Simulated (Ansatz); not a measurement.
Crystal: TiO2.

```
CELL_PARAMETERS angstrom
2.96826 0.00000 0.00000
0.00021 4.70761 0.00000
1.48357 0.24235 7.08346
ATOMIC_POSITIONS crystal
Ti 0.00337 0.00039 0.00070
Ti 0.34464 0.48026 0.31696
Ti 0.66171 0.52047 0.68450
O 0.44004 0.18544 0.12854
O 0.77793 0.29773 0.45188
O 0.10124 0.30895 0.80624
O 0.90650 0.69184 0.19517
O 0.22941 0.70301 0.54951
O 0.56803 0.81530 0.87283
```

The cell comes from a database or a generator and needn't be the stable form of this composition.

Base run:

```yaml
Program: Ansatz 0.2.0
Functional: PBE0
Potentials_or_basis: Ansatz PAW
Cutoff: 420 eV
Density_cutoff: 1680 eV
k_mesh: 6 × 4 × 4
Occupations: fixed
Spin: no spin polarisation
```

Its results: band gap on the k mesh 4.55 eV, indirect (least direct gap 4.63 eV); largest force 0.484 eV/Å.

Q: The run is repeated on the same cell with these changes: functional from PBE0 to HSE06; level from pbe0 to hse06. What comes out?

A: Band gap on the k mesh 3.80 eV, indirect (least direct gap 3.87 eV); largest force 0.480 eV/Å.

Caveats: the PAW data sets come from PBE, with cores solved anew for the run's functional, which leaves a small shift of forces and pressure.

Not every run made on this cell is shown here.
